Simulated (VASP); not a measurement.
# GaN (Fm-3m) in VASP: further runs, part 3 of 3

VASP 6.6.1. Earlier steps stand in the parts before.

## Step 6: G0W0 quasiparticle levels, PBE

Input file POSCAR:

```
GaN
1.0
    0.0000000000      2.1352350000      2.1352350000
    2.1352350000      0.0000000000      2.1352350000
    2.1352350000      2.1352350000      0.0000000000
Ga N
1 1
Direct
    0.0000000000      0.0000000000      0.0000000000
    0.5000000000      0.5000000000      0.5000000000
```

Input file INCAR.step1:

```
SYSTEM = GaN
ALGO = Normal ; EDIFF = 1E-8
ENCUT = 450 ; GGA = PE
ISMEAR = 0 ; LASPH = .TRUE.
LCHARG = .FALSE. ; LREAL = .FALSE.
LWAVE = .TRUE. ; NELM = 80
PREC = Accurate ; SIGMA = 0.01
```

Input file INCAR.step2:

```
SYSTEM = GaN
ALGO = Exact ; EDIFF = 1E-8
ENCUT = 450 ; GGA = PE
ISMEAR = 0 ; ISTART = 1
LASPH = .TRUE. ; LCHARG = .FALSE.
LOPTICS = .TRUE. ; LREAL = .FALSE.
LWAVE = .TRUE. ; NBANDS = 86
NELM = 1 ; PREC = Accurate
SIGMA = 0.01
```

Input file INCAR.step3:

```
SYSTEM = GaN
ALGO = EVGW0 ; EDIFF = 1E-8
ENCUT = 450 ; ENCUTGW = 200
GGA = PE ; ISMEAR = 0
ISTART = 1 ; LASPH = .TRUE.
LCHARG = .FALSE. ; LREAL = .FALSE.
LWAVE = .FALSE. ; NBANDS = 86
NBANDSGW = 17 ; NELMGW = 1
NOMEGA = 48 ; PREC = Accurate
PRECFOCK = Fast ; SIGMA = 0.01
```

Input file KPOINTS:

```
k-points
0
G
  3 3 3
  0 0 0
```

Potentials or basis: VASP PAW PBE potentials, release 64 (Ga_d_GW, N_GW).

Run with:

```console
$ cat potpaw_PBE.64/Ga_d_GW/POTCAR potpaw_PBE.64/N_GW/POTCAR > POTCAR
$ cp INCAR.step1 INCAR
$ mpirun -np 1 vasp_std > vasp.out
$ cp INCAR.step2 INCAR
$ mpirun -np 1 vasp_std > vasp.out
$ cp INCAR.step3 INCAR
$ mpirun -np 1 vasp_std > vasp.out
```

OUTCAR:

```text
SYSTEM = GaN
   EDIFF = 1E-8
   ENCUT = 450
   ENCUTGW = 200
   GGA = PE
   ISMEAR = 0
   ISTART = 1
   LASPH = .TRUE.
   LREAL = .FALSE.
   NELMGW = 1
   PREC = Accurate
   PRECFOCK = Fast

 Found      4 irreducible k-points:

 Following reciprocal coordinates:
            Coordinates               Weight
  0.000000  0.000000  0.000000      1.000000
  0.333333  0.000000  0.000000      8.000000
  0.333333  0.333333  0.000000      6.000000
 -0.333333  0.333333  0.000000     12.000000
   k-points           NKPTS =      4   k-points in BZ     NKDIM =     27   number of bands    NBANDS=     86
   number of dos      NEDOS =    301   number of ions     NIONS =      2
   total plane-waves  NPLWV =  13824
   dimension x,y,z NGX =    24 NGY =   24 NGZ =   24
   dimension x,y,z NGXF=    48 NGYF=   48 NGZF=   48
   ions per type =               1   1
   NGX,Y,Z   is equivalent  to a cutoff of  13.21, 13.21, 13.21 a.u.
   NGXF,Y,Z  is equivalent  to a cutoff of  26.43, 26.43, 26.43 a.u.
 SYSTEM =  GaN
   PREC   = accura    normal or accurate (medium, high low for compatibility)
   ISTART =      1    job   : 0-new  1-cont  2-samecut
   ICHARG =      0    charge: 1-file 2-atom 10-const
   ISPIN  =      1    spin polarized calculation?
   LNONCOLLINEAR =      F non collinear calculations
   LSORBIT =      F    spin-orbit coupling
   LASPH  =      T    aspherical Exc in radial PAW
   ENCUT  =  450.0 eV  33.07 Ry    5.75 a.u.   5.22  5.22  5.22*2*pi/ulx,y,z
   NELM   =     60;   NELMIN=  2; NELMDL=  0     # of ELM steps
   EDIFF  = 0.1E-07   stopping-criterion for ELM
   LREAL  =      F    real-space projection
   EDIFFG = 0.1E-06   stopping-criterion for IOM
   NSW    =      0    number of steps for IOM
   IBRION =     -1    ionic relax: 0-MD 1-quasi-New 2-CG
   NFREE  =      0    steps in history (QN), initial steepest desc. (CG)
   ISIF   =      0    stress and relaxation
   ISYM   =      3    0-nonsym 1-usesym 2-fastsym
   POTIM  = 0.5000    time-step for ionic-motion
   TEBEG  =    0.0;   TEEND  =   0.0 temperature during run
   PSTRESS=    0.0 pullay stress
   NELECT =      18.0000    total number of electrons
   NUPDOWN=      -1.0000    fix difference up-down
   EMIN   =  10.00;   EMAX   =-10.00  energy-range for DOS
   EFERMI =   0.00;   METHOD = LEGACY
   ISMEAR =     0;   SIGMA  =   0.01  broadening in eV -4-tet -1-fermi 0-gaus
   EFERMI_NEDOS =   21; number of points for ismear=-14 and -15
   IALGO  =     38    algorithm
   IMIX   =      4    mixing-type and parameters
     AMIX     =   0.40;   BMIX     =  1.00
     AMIX_MAG =   1.60;   BMIX_MAG =  1.00
  volume/ion in A,a.u.               =       9.74        65.70
  Fermi-wavevector in a.u.,A,eV,Ry     =   1.594814  3.013761 34.605481  2.543431
  Thomas-Fermi vector in A             =   2.692830
   LORBIT       =      0    0 simple, 1 ext, 2 COOP (PROOUT), +10 PAW based schemes
   GGA     = PE    functional components
   LHFCALC =     T    Hartree Fock is set to
   PRECFOCK=fast      Normal, Fast or Accurate (Low or Medium for compatibility)
   ENCUT4O =  -1.0   cutoff for four orbital integrals eV
   NKREDX  =     1    reduce k-point grid by
   NKREDY  =     1    reduce k-point grid by
   NKREDZ  =     1    reduce k-point grid by
   AEXX    =    1.0000 exact exchange contribution
   HFSCREEN=    0.0000 screening length (either q_TF or 0.3 A-1)
   HFSCREENC=   0.0000 screening length for correlation (either q_TF or 0.3 A-1)
   ENCUTFOCK=  -1.0 apply spherical cutoff to Coloumb kernel
   IVDW    =     0    specifies the selected vdW correction
   LEPSILON=     F    determine dielectric tensor
   LRPA    =     F    only Hartree local field effects (RPA)
   LRPAFORCE           =     F    calculate RPA forces
   ENCUTGW             = 200.0    cutoff for response function in eV
   ENCUTGWSOFT         = 160.0    soft cutoff for Coulomb kernel in GW response function in eV
   ENCUTLF             =  -1.0    cutoff for local field effects
   NELMGW              =     1    number of iterations in solving QP/BSE equation
   NELMHF              =     1    number of iterations in the inner HF iteration
   NKREDLFX            =     1    NKREDLFY  =   1   NKREDLFZ  =   1
 non-spin polarized calculation
 Gauss-broadening in eV      SIGMA  =   0.01
  energy-cutoff  :      450.00
  volume of cell :       19.47
 maximum number of plane-waves:       432
 NGX is ok and might be reduce to    24
  NGX = 12; NGY = 12; NGZ = 12
   NGX = 11   NGY = 11   NGZ = 11
 maximum number of plane-waves:       137

 QP shifts <psi_nk| G(iteration)W_0 |psi_nk>: iteration 1
 for sc-GW calculations column KS-energies equals QP-energies in previous step
 and V_xc(KS)=  KS-energies - (<T + V_ion + V_H > + <T+V_H+V_ion>^1  + <V_x>^1)

 k-point   1 :       0.0000    0.0000    0.0000
  band No.  KS-energies  QP-energies   sigma(KS)   V_xc(KS)     V^pw_x(r,r')   Z            occupation Imag(sigma)

      1      -9.5375     -10.5678     -15.7847     -14.4207     -24.1393       0.7553       2.0000       1.5114
      2      -6.8856      -9.3972     -25.1175     -21.6617     -35.0060       0.7268       2.0000       0.2553
      3      -6.8856      -9.3972     -25.1175     -21.6617     -35.0060       0.7268       2.0000       0.2553
      4      -6.8856      -9.3972     -25.1175     -21.6617     -35.0060       0.7268       2.0000       0.2553
      5      -6.7936      -9.3459     -25.3633     -21.8539     -35.4739       0.7273       2.0000       0.3006
      6      -6.7936      -9.3459     -25.3633     -21.8539     -35.4739       0.7273       2.0000       0.3006
[... 9 lines left out ...]
     16      22.6723      23.2597     -11.8247     -12.5947      -4.4060       0.7629       0.0000      -0.6102
     17      23.3076      23.3172      -8.9746      -8.9870      -2.3546       0.7757       0.0000      -0.3773

 k-point   2 :       0.3333    0.0000    0.0000
  band No.  KS-energies  QP-energies   sigma(KS)   V_xc(KS)     V^pw_x(r,r')   Z            occupation Imag(sigma)

      1      -7.6676      -8.6548     -16.9834     -15.5741     -25.1862       0.7005       2.0000       1.1090
      2      -6.9641      -9.4516     -25.0423     -21.6025     -35.0834       0.7231       2.0000       0.3079
      3      -6.9641      -9.4516     -25.0423     -21.6025     -35.0834       0.7231       2.0000       0.3079
      4      -6.9019      -9.2425     -24.2961     -21.0538     -33.9942       0.7219       2.0000       0.3381
      5      -6.7247      -9.2639     -25.3623     -21.8788     -35.3416       0.7289       2.0000       0.2629
      6      -6.7247      -9.2639     -25.3623     -21.8788     -35.3416       0.7289       2.0000       0.2629
[... 9 lines left out ...]
     16      26.4436      26.8462     -11.8182     -12.3249      -5.1568       0.7945       0.0000      -0.5913
     17      32.8236      33.2807     -11.0172     -11.5740      -3.2433       0.8210       0.0000      -1.2752

 k-point   3 :       0.3333    0.3333    0.0000
  band No.  KS-energies  QP-energies   sigma(KS)   V_xc(KS)     V^pw_x(r,r')   Z            occupation Imag(sigma)

      1      -8.2414      -9.8912     -20.6082     -18.2900     -29.9335       0.7117       2.0000       0.8127
      2      -7.0062      -9.4868     -24.8968     -21.4682     -34.7429       0.7235       2.0000       0.2601
      3      -6.7184      -9.2835     -25.4490     -21.9390     -35.5847       0.7308       2.0000       0.3017
      4      -6.7057      -9.2408     -25.3370     -21.8684     -35.2663       0.7309       2.0000       0.2539
      5      -6.7057      -9.2408     -25.3370     -21.8684     -35.2663       0.7309       2.0000       0.2539
      6      -5.6748      -7.3429     -20.9295     -18.6039     -29.5239       0.7173       2.0000       0.6363
[... 9 lines left out ...]
     16      33.7031      34.3921     -11.5255     -12.3382      -4.0704       0.8479       0.0000      -1.2684
     17      33.7031      34.3921     -11.5255     -12.3382      -4.0704       0.8479       0.0000      -1.2684

 k-point   4 :      -0.3333    0.3333    0.0000
  band No.  KS-energies  QP-energies   sigma(KS)   V_xc(KS)     V^pw_x(r,r')   Z            occupation Imag(sigma)

      1      -7.8768      -9.7794     -22.2789     -19.5696     -31.9333       0.7022       2.0000       0.6171
      2      -6.9394      -9.4070     -24.8352     -21.4323     -34.6613       0.7251       2.0000       0.2741
      3      -6.8688      -9.3779     -25.1880     -21.7285     -35.3046       0.7253       2.0000       0.3176
      4      -6.8067      -9.3112     -25.1022     -21.6603     -34.9837       0.7277       2.0000       0.2642
      5      -6.6877      -9.2288     -25.3738     -21.9038     -35.3089       0.7323       2.0000       0.2499
      6      -4.5079      -5.9862     -20.9361     -18.9228     -29.2230       0.7342       2.0000       0.7070
[... 9 lines left out ...]
     16      30.1108      30.6580     -11.3492     -12.0552      -3.8149       0.7751       0.0000      -1.0579
     17      34.9389      35.7099     -12.3822     -13.3243      -4.4134       0.8185       0.0000      -1.5104
```

Run time: 9.9 s. Hardware: 1 thread of Intel Xeon 6975P-C (Granite Rapids), shared host; peak memory 0.17 GiB.

These settings aren't checked as converged: the numbers below hold their error.

Results:

| Property | Result |
| --- | --- |
| Band gap on the k mesh, mean-field level | 2.07 eV, indirect (least direct gap 2.26 eV) |
| Quasiparticle gap | 2.98 eV |
| Least direct quasiparticle gap | 3.16 eV |

Caveat: the k mesh is coarse (spacing up to 0.85 Å⁻¹), so the values aren't converged; bands, screening cutoff and mesh are small and nothing is extrapolated, so the quasiparticle values aren't converged; an odd mesh through Γ misses points on the zone boundary, where band edges often lie.

## Step 7: G0W0 quasiparticle levels, PBE

POSCAR is that of step 6.

INCAR.step1 is that of step 6.

Edit INCAR.step2 of step 6 so:

```diff
@@ -6,3 +6,3 @@
 LOPTICS = .TRUE. ; LREAL = .FALSE.
-LWAVE = .TRUE. ; NBANDS = 86
+LWAVE = .TRUE. ; NBANDS = 55
 NELM = 1 ; PREC = Accurate
```

Input file INCAR.step3:

```
SYSTEM = GaN
ALGO = EVGW0 ; EDIFF = 1E-8
ENCUT = 450 ; ENCUTGW = 150
GGA = PE ; ISMEAR = 0
ISTART = 1 ; LASPH = .TRUE.
LCHARG = .FALSE. ; LREAL = .FALSE.
LWAVE = .FALSE. ; NBANDS = 55
NBANDSGW = 17 ; NELMGW = 1
NOMEGA = 48 ; PREC = Accurate
PRECFOCK = Fast ; SIGMA = 0.01
```

Input file KPOINTS:

```
k-points
0
G
  5 5 5
  0 0 0
```

Potentials or basis: VASP PAW PBE potentials, release 64 (Ga_d_GW, N_GW).

Run with:

```console
$ cat potpaw_PBE.64/Ga_d_GW/POTCAR potpaw_PBE.64/N_GW/POTCAR > POTCAR
$ cp INCAR.step1 INCAR
$ mpirun -np 1 vasp_std > vasp.out
$ cp INCAR.step2 INCAR
$ mpirun -np 1 vasp_std > vasp.out
$ cp INCAR.step3 INCAR
$ mpirun -np 1 vasp_std > vasp.out
```

OUTCAR:

```text
SYSTEM = GaN
   EDIFF = 1E-8
   ENCUT = 450
   ENCUTGW = 150
   GGA = PE
   ISMEAR = 0
   ISTART = 1
   LASPH = .TRUE.
   LREAL = .FALSE.
   NELMGW = 1
   PREC = Accurate
   PRECFOCK = Fast

 Found     10 irreducible k-points:

 Following reciprocal coordinates:
            Coordinates               Weight
  0.000000  0.000000  0.000000      1.000000
  0.200000  0.000000  0.000000      8.000000
  0.400000  0.000000  0.000000      8.000000
  0.200000  0.200000  0.000000      6.000000
  0.400000  0.200000  0.000000     24.000000
 -0.400000  0.200000  0.000000     24.000000
   k-points           NKPTS =     10   k-points in BZ     NKDIM =    125   number of bands    NBANDS=     55
   number of dos      NEDOS =    301   number of ions     NIONS =      2
   total plane-waves  NPLWV =  13824
   dimension x,y,z NGX =    24 NGY =   24 NGZ =   24
   dimension x,y,z NGXF=    48 NGYF=   48 NGZF=   48
   ions per type =               1   1
   NGX,Y,Z   is equivalent  to a cutoff of  13.21, 13.21, 13.21 a.u.
   NGXF,Y,Z  is equivalent  to a cutoff of  26.43, 26.43, 26.43 a.u.
 SYSTEM =  GaN
   PREC   = accura    normal or accurate (medium, high low for compatibility)
   ISTART =      1    job   : 0-new  1-cont  2-samecut
   ICHARG =      0    charge: 1-file 2-atom 10-const
   ISPIN  =      1    spin polarized calculation?
   LNONCOLLINEAR =      F non collinear calculations
   LSORBIT =      F    spin-orbit coupling
   LASPH  =      T    aspherical Exc in radial PAW
   ENCUT  =  450.0 eV  33.07 Ry    5.75 a.u.   5.22  5.22  5.22*2*pi/ulx,y,z
   NELM   =     60;   NELMIN=  2; NELMDL=  0     # of ELM steps
   EDIFF  = 0.1E-07   stopping-criterion for ELM
   LREAL  =      F    real-space projection
   EDIFFG = 0.1E-06   stopping-criterion for IOM
   NSW    =      0    number of steps for IOM
   IBRION =     -1    ionic relax: 0-MD 1-quasi-New 2-CG
   NFREE  =      0    steps in history (QN), initial steepest desc. (CG)
   ISIF   =      0    stress and relaxation
   ISYM   =      3    0-nonsym 1-usesym 2-fastsym
   POTIM  = 0.5000    time-step for ionic-motion
   TEBEG  =    0.0;   TEEND  =   0.0 temperature during run
   PSTRESS=    0.0 pullay stress
   NELECT =      18.0000    total number of electrons
   NUPDOWN=      -1.0000    fix difference up-down
   EMIN   =  10.00;   EMAX   =-10.00  energy-range for DOS
   EFERMI =   0.00;   METHOD = LEGACY
   ISMEAR =     0;   SIGMA  =   0.01  broadening in eV -4-tet -1-fermi 0-gaus
   EFERMI_NEDOS =   21; number of points for ismear=-14 and -15
   IALGO  =     38    algorithm
   IMIX   =      4    mixing-type and parameters
     AMIX     =   0.40;   BMIX     =  1.00
     AMIX_MAG =   1.60;   BMIX_MAG =  1.00
  volume/ion in A,a.u.               =       9.74        65.70
  Fermi-wavevector in a.u.,A,eV,Ry     =   1.594814  3.013761 34.605481  2.543431
  Thomas-Fermi vector in A             =   2.692830
   LORBIT       =      0    0 simple, 1 ext, 2 COOP (PROOUT), +10 PAW based schemes
   GGA     = PE    functional components
   LHFCALC =     T    Hartree Fock is set to
   PRECFOCK=fast      Normal, Fast or Accurate (Low or Medium for compatibility)
   ENCUT4O =  -1.0   cutoff for four orbital integrals eV
   NKREDX  =     1    reduce k-point grid by
   NKREDY  =     1    reduce k-point grid by
   NKREDZ  =     1    reduce k-point grid by
   AEXX    =    1.0000 exact exchange contribution
   HFSCREEN=    0.0000 screening length (either q_TF or 0.3 A-1)
   HFSCREENC=   0.0000 screening length for correlation (either q_TF or 0.3 A-1)
   ENCUTFOCK=  -1.0 apply spherical cutoff to Coloumb kernel
   IVDW    =     0    specifies the selected vdW correction
   LEPSILON=     F    determine dielectric tensor
   LRPA    =     F    only Hartree local field effects (RPA)
   LRPAFORCE           =     F    calculate RPA forces
   ENCUTGW             = 150.0    cutoff for response function in eV
   ENCUTGWSOFT         = 120.0    soft cutoff for Coulomb kernel in GW response function in eV
   ENCUTLF             =  -1.0    cutoff for local field effects
   NELMGW              =     1    number of iterations in solving QP/BSE equation
   NELMHF              =     1    number of iterations in the inner HF iteration
   NKREDLFX            =     1    NKREDLFY  =   1   NKREDLFZ  =   1
 non-spin polarized calculation
 Gauss-broadening in eV      SIGMA  =   0.01
  energy-cutoff  :      450.00
  volume of cell :       19.47
 maximum number of plane-waves:       432
 NGX is ok and might be reduce to    24
  NGX = 14; NGY = 14; NGZ = 14
   NGX = 11   NGY = 11   NGZ = 11
 maximum number of plane-waves:        84
 NGX is ok and might be reduce to    14

 QP shifts <psi_nk| G(iteration)W_0 |psi_nk>: iteration 1
 for sc-GW calculations column KS-energies equals QP-energies in previous step
 and V_xc(KS)=  KS-energies - (<T + V_ion + V_H > + <T+V_H+V_ion>^1  + <V_x>^1)

 k-point   1 :       0.0000    0.0000    0.0000
  band No.  KS-energies  QP-energies   sigma(KS)   V_xc(KS)     V^pw_x(r,r')   Z            occupation Imag(sigma)

      1      -9.6701     -10.4131     -15.5659     -14.4805     -24.2658       0.6845       2.0000       1.4468
      2      -6.7790      -9.5680     -25.5056     -21.6622     -35.0194       0.7256       2.0000       0.2515
      3      -6.7790      -9.5680     -25.5056     -21.6622     -35.0194       0.7256       2.0000       0.2515
      4      -6.7790      -9.5680     -25.5056     -21.6622     -35.0194       0.7256       2.0000       0.2515
      5      -6.6909      -9.5295     -25.7590     -21.8495     -35.4605       0.7261       2.0000       0.3010
      6      -6.6909      -9.5295     -25.7590     -21.8495     -35.4605       0.7261       2.0000       0.3010
[... 9 lines left out ...]
     16      22.6815      23.4475     -11.6100     -12.6184      -4.4839       0.7596       0.0000      -0.6108
     17      23.2784      23.4917      -8.8264      -9.0980      -2.4772       0.7853       0.0000      -0.3644
[... 88 lines left out ...]
      1      -7.6426      -9.5414     -21.9833     -19.2672     -31.3173       0.6991       2.0000       0.6701
      2      -6.8632      -9.5765     -25.0488     -21.2999     -34.4870       0.7238       2.0000       0.2876
      3      -6.8399      -9.6117     -25.4570     -21.6241     -35.1381       0.7232       2.0000       0.3235
      4      -6.7168      -9.4739     -25.3952     -21.5951     -34.8868       0.7255       2.0000       0.2688
      5      -6.5836      -9.4046     -25.7870     -21.9096     -35.3582       0.7275       2.0000       0.2540
      6      -5.3545      -6.9225     -21.0875     -18.9198     -29.6857       0.7234       2.0000       0.7198
[... 9 lines left out ...]
     16      27.9082      28.5134     -11.1702     -11.9380      -4.6174       0.7883       0.0000      -0.6926
     17      33.6103      34.5761     -10.9399     -12.1260      -3.8590       0.8143       0.0000      -1.1787

 [... further k-points ...]
```

OUTCAR.step1:

```text
SYSTEM = GaN
   EDIFF = 1E-8
   ENCUT = 450
   GGA = PE
   ISMEAR = 0
   LASPH = .TRUE.
   LREAL = .FALSE.
[... 207 lines left out ...]
      0.00000      0.00000      0.00000        -0.000000      0.000000     -0.000000
      2.13524      2.13524      2.13524         0.000000      0.000000      0.000000
 -----------------------------------------------------------------------------------
    total drift:                                0.000000     -0.000000     -0.000000

  FREE ENERGIE OF THE ION-ELECTRON SYSTEM (eV)
  ---------------------------------------------------
  free  energy   TOTEN  =       -11.1624177422 eV

  energy  without entropy=      -11.1624177422  energy(sigma->0) =      -11.16241774
```

OUTCAR.step2:

```text
SYSTEM = GaN
   EDIFF = 1E-8
   ENCUT = 450
   GGA = PE
[... 592 lines left out ...]
  --------------------------------------------------------------------------------------------------------------
     0.00000    11.46387    11.46387    11.46387    -0.00000    -0.00000     0.00000
     1.34098    12.65595    12.65595    12.65595    -0.00000    -0.00000     0.00000
     2.68195     9.82748     9.82748     9.82748    -0.00000    -0.00000     0.00000
     4.02293    10.55898    10.55898    10.55898    -0.00000    -0.00000     0.00000
     5.36390     4.93688     4.93688     4.93688    -0.00000    -0.00000    -0.00000
     6.70488   -10.57808   -10.57808   -10.57808     0.00000     0.00000    -0.00000
[... 92 lines left out ...]
   131.41564     0.94057     0.94057     0.94057     0.00000     0.00000    -0.00000
   132.75661     0.94209     0.94209     0.94209     0.00000     0.00000    -0.00000
```

It took 48 s on 1 thread of Intel Xeon 6975P-C (Granite Rapids), shared host; peak memory 0.21 GiB.

The run converged, but some of its settings lie outside the range that counts as converged, so its numbers aren't taken as properties of the crystal.

Results:

| Quantity | Value |
| --- | --- |
| Band gap on the k mesh, mean-field level | 1.13 eV, indirect (least direct gap 2.35 eV) |
| Quasiparticle gap | 1.97 eV |
| Least direct quasiparticle gap | 3.30 eV |

Caveat: the k mesh is coarse (spacing up to 0.51 Å⁻¹), so the values aren't converged; bands, screening cutoff and mesh are small and nothing is extrapolated, so the quasiparticle values aren't converged; an odd mesh through Γ misses points on the zone boundary, where band edges often lie.
